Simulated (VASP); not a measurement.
**Te2Mo: work function with PBEsol**

The system is Te2Mo, a sheet with vacuum.

```xyz
3
Lattice="3.4443 0.0000 0.0000 -1.7221 2.9828 0.0000 0.0000 0.0000 19.6200" Properties=species:S:1:pos:R:3 pbc="T T T"
Te    1.7221    0.9943    7.9923
Te    1.7221    0.9943   11.6277
Mo    0.0000    1.9885    9.8100
```

The cell was built by a generator and needn't be a form met in nature.

```json
{
  "Program": "VASP 6.6.1",
  "Task": "work function",
  "Functional": "PBEsol",
  "Potentials or basis": "VASP PAW PBE potentials, release 64 (Te, Mo_sv)",
  "Cutoff": "520 eV",
  "k mesh": "12 × 12 × 1",
  "Occupations": "gaussian, width 0.03 eV",
  "Spin": "non-collinear spin, zero start, spin-orbit coupling",
  "Starting moments": "[[0.0, 0.0, 0.0], [0.0, 0.0, 0.0], [0.0, 0.0, 0.0]] μB",
  "Dipole correction": "yes",
  "Further INCAR settings": "ALGO = Normal; EDIFF = 1e-06"
}
```

```yaml
Largest_force: 0.105 eV/Å
Net_moment: 0.00 μB per cell
Valence_electrons_inside_the_program's_atomic_spheres: Te 3.44; Mo 12.45
Work_function_of_the_upper_face: 4.51 eV
Work_function_of_the_lower_face: 4.51 eV
```

Forces in eV/Å, atoms in the order of the input:
```
Te   0.000  0.000 -0.105
Te   0.000  0.000  0.105
Mo   0.000  0.000  0.000
```

Moments on the atoms (μB; x, y, z):
```
Te  0.00 0.00 0.00
Te  0.00 0.00 0.00
Mo  0.00 0.00 0.00
```

Wall time 3.3 min on 4 MPI ranks on Intel(R) Xeon(R) Platinum 8488C (Sapphire Rapids), with other jobs on the host, peak memory 1 GiB a rank.

Caveat: the PAW data sets were made with another functional, which shifts forces and pressure a little.
